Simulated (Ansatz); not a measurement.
Which start gave this state of CuO?

CuO is taken as a measured crystal structure (space group C2/c, primitive cell doubled), 8 atoms in the cell. Source: COD entry 4105685; it may be a high-temperature, high-pressure or metastable form.

```yaml
crystal:
  lattice:
    - [2.34045, -1.70880, 0.00000]
    - [2.34045, 1.70880, 0.00000]
    - [-1.74080, 0.00000, 10.09500]
  atoms:
    - { symbol: Cu, position: [0.00000, 0.50000, 0.00000] }
    - { symbol: Cu, position: [0.00000, 0.50000, 0.50000] }
    - { symbol: Cu, position: [0.50000, 0.00000, 0.25000] }
    - { symbol: Cu, position: [0.50000, 0.00000, 0.75000] }
    - { symbol: O, position: [0.58300, 0.41700, 0.12500] }
    - { symbol: O, position: [0.58300, 0.41700, 0.62500] }
    - { symbol: O, position: [0.41700, 0.58300, 0.37500] }
    - { symbol: O, position: [0.41700, 0.58300, 0.87500] }
```

Site labels below count the atoms in this order, from 1.

All numbers below come from Ansatz development build ahead of 0.2.0, DFT, r2SCAN, PAW, plane waves, scalar-relativistic.

- Plane-wave cutoff: 500 eV
- k-point mesh: 6×6×2 (Γ-centred)
- Occupations: Fermi–Dirac smearing, 0.05 eV

The total moment includes the space between the atomic spheres.

A semilocal functional without U tends to delocalise d and f electrons, and can give a metal where the real compound is an insulator. Gaps of semilocal functionals run low against measured ones.

The mesh is too coarse to rank close states of a metal with certainty: differences of some tens of meV/atom may change, at times in sign.

A plain SCF has the search for lower states switched off and ends at the first converged state. Ends within 0.2 meV/atom and 0.1 μB count as one state.

One run gave this history:

```
iteration  Harris–Foulkes energy + 28794 (eV)  largest residual (eV)  M (μB)  absolute moment (μB)
        1                              0.5312               1.11e+00    0.00                  0.00
        2                              2.0642               5.44e+00    4.00                  4.00
        3                              0.0087               1.34e+00    3.67                  3.85
        4                             -0.2446               4.78e-01    3.63                  3.80
        5                             -0.5669               4.23e-01    3.78                  4.01
        6                             -0.5288               2.29e-02    3.78                  4.04
        7                             -0.5338               1.37e-03    3.79                  4.06
        8                             -0.5356               1.01e-03    3.78                  4.06
        9                             -0.5356               3.92e-05    3.79                  4.07
       10                             -0.5356               1.32e-05    3.79                  4.08
       11                             -0.5356               1.78e-07    3.79                  4.08
       12                             -0.5356               2.57e-08    3.79                  4.08
```

It ended ferromagnetic, site moments Cu1 0.64, Cu2 0.64, Cu3 0.64, Cu4 0.64, O5 0.32, O6 0.32, O7 0.32, O8 0.32 μB, total 3.79 μB per cell, no gap on the k-mesh.

Problem. These set-ups ended in different states. Which one gave the run above?
A. usual moments times 0.65, signs +-+-, plain SCF [Cu1 0.65, Cu2 -0.65, Cu3 0.65, Cu4 -0.65 μB]
B. spin on, no moments given (the program may seed its own), plain SCF
C. a moment on one site alone, plain SCF [Cu1 1.00 μB]

Solution. B. The others ended as follows, with energies against this run: “usual moments times 0.65, signs +-+-, plain SCF” antiferromagnetic, -20.6 meV/atom; “a moment on one site alone, plain SCF” antiferromagnetic, -29.6 meV/atom.
